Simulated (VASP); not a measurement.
Wanted: the native input for a VASP 6.6.1 run.

| Quantity | Value |
| --- | --- |
| Task | relaxation of cell and atoms |
| Functional | r2SCAN |
| Potentials or basis | VASP PAW PBE potentials, release 64 (Mo_sv) |
| Cutoff | 600 eV |
| k mesh | 6 × 6 × 4 |
| Occupations | gaussian, width 0.1 eV |
| Spin | no spin polarisation |
| Dipole correction | no |
| Further INCAR settings | ALGO = Normal; EDIFF = 1e-07; IBRION = 2; EDIFFG = -0.04; NSW = 90; ISIF = 3 |

The system is Mo.

```
CELL_PARAMETERS angstrom
3.67159 0.00000 0.00000
-1.83580 3.17969 0.00000
0.00000 0.00000 4.16555
ATOMIC_POSITIONS crystal
Mo 0.22540 0.00000 0.33333
Mo 0.00000 0.22540 0.66667
Mo 0.77460 0.77460 0.00000
```

The cell was built by a generator and needn't be a form met in nature.

The input as run:

POSCAR

```
Mo
1.0
    3.6715931285      0.0000000000      0.0000000000
   -1.8357965643      3.1796929216      0.0000000000
    0.0000000000      0.0000000000      4.1655453103
Mo
3
Direct
    0.2254000000      0.0000000000      0.3333333333
    0.0000000000      0.2254000000      0.6666666667
    0.7746000000      0.7746000000      0.0000000000
```

INCAR.step1

```
ALGO     = Normal         # electronic algorithm
EDIFF    = 1E-4           # SCF threshold, eV
ENCUT    = 600            # plane-wave cutoff, eV
GGA      = PE             # functional
ISMEAR   = 0              # smearing method
LASPH    = True           # aspherical terms in the spheres
LCHARG   = False          # write CHGCAR
LREAL    = False          # projectors in reciprocal space
LWAVE    = True           # write WAVECAR
NELM     = 100            # most SCF steps
PREC     = Accurate       # precision mode
SIGMA    = 0.1            # smearing width, eV
```

INCAR.step2

```
ALGO     = Normal         # electronic algorithm
EDIFF    = 1E-7           # SCF threshold, eV
EDIFFG   = -0.04          # ionic threshold
ENCUT    = 600            # plane-wave cutoff, eV
IBRION   = 2              # ionic algorithm
ISIF     = 3              # what is computed and relaxed
ISMEAR   = 0              # smearing method
ISTART   = 1            
LASPH    = True           # aspherical terms in the spheres
LCHARG   = False          # write CHGCAR
LMIXTAU  = True         
LREAL    = False          # projectors in reciprocal space
LWAVE    = False          # write WAVECAR
METAGGA  = R2SCAN         # meta-GGA
NELM     = 100            # most SCF steps
NSW      = 90             # ionic steps
PREC     = Accurate       # precision mode
SIGMA    = 0.1            # smearing width, eV
```

KPOINTS

```
k-points
0
Gamma
  6 6 4
```

Potentials or basis: VASP PAW PBE potentials, release 64 (Mo_sv).

Command:

```sh
$ cat potpaw_PBE.64/Mo_sv/POTCAR > POTCAR
$ cp INCAR.step1 INCAR
$ mpirun -np 1 vasp_std > vasp.out
$ cp INCAR.step2 INCAR
$ mpirun -np 1 vasp_std > vasp.out
```

Results of the run:

```json
{
 "Relaxed volume": "15.68 Å³/atom",
 "Relaxed cell": "a = 4.417 Å, b = 4.417 Å, c = 2.783 Å, α = 90.00°, β = 90.00°, γ = 120.00°",
 "Space group after relaxing (to 0.05 Å)": "R-3m (No. 166)",
 "Energy gained by relaxing": "3120.0 meV/atom",
 "Ionic steps": "25",
 "Pressure after relaxing": "-0.2 GPa",
 "Largest force after relaxing": "0.030 eV/Å",
 "Band gap on the k mesh": "none (metal or under the smearing width)"
}
```

Caveat: the k mesh is coarse (spacing up to 0.38 Å⁻¹), so the values aren't converged; the PAW data sets were made with another functional, which shifts forces and pressure a little.

Run time: 59 min on 1 thread of Intel(R) Xeon(R) Platinum 8259CL CPU @ 2.50GHz (Skylake/Cascade Lake) (shared host), peak memory 0.22 GiB.
